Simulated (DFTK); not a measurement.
# Na2S under changes of volume

One of the cells (23.385 Å³/atom); the others are scaled copies at fixed shape and fractional positions:

```xyz
3
Lattice="0.0000 3.2735 3.2735 3.2735 0.0000 3.2735 3.2735 3.2735 0.0000" Properties=species:S:1:pos:R:3 pbc="T T T"
S     0.0000    0.0000    0.0000
Na    4.9102    4.9102    4.9102
Na    1.6367    1.6367    1.6367
```

```yaml
Program: DFTK 0.8.2
Functional: PBEsol
Potentials_or_basis: dojo.nc.sr.pbesol.v0_4_1.standard.upf (PBEsol)
Cutoff: 1197 eV
k_mesh: 7 × 7 × 7
Occupations: fermi-dirac, width 0.05 eV
Spin: no spin polarisation
```

```csv
volume (Å³/atom),energy over the lowest point (meV/atom),pressure (GPa),gap on the mesh (eV)
21.982,3.85,1.4,2.56
22.450,0.94,0.6,2.49
22.918,0.00,0.0,2.42
23.385,0.69,-0.6,2.36
23.853,3.08,-1.1,2.30
24.321,?,?,?
24.789,11.97,-1.9,2.18
```

What does the run at 24.321 Å³/atom give?

Energy over the lowest point 6.89 meV/atom; pressure -1.5 GPa; gap on the mesh 2.24 eV.

Worked out: A Birch-Murnaghan fit of order 3 (a polynomial in V^(-2/3)) to the other rows has its minimum at 22.94 Å³/atom with B0 = V·E''(V) = 29 GPa and B' = 3.5. It gives 6.86 meV/atom at 24.321 Å³/atom, against the run's 6.89, and -dE/dV = -1.5 GPa, against -1.5. A straight line through the other rows of the gap, of slope -3.15 eV per unit of ln V (its deformation potential), gives 2.24 eV, against the run's 2.24.

Energies are extrapolated to zero smearing.
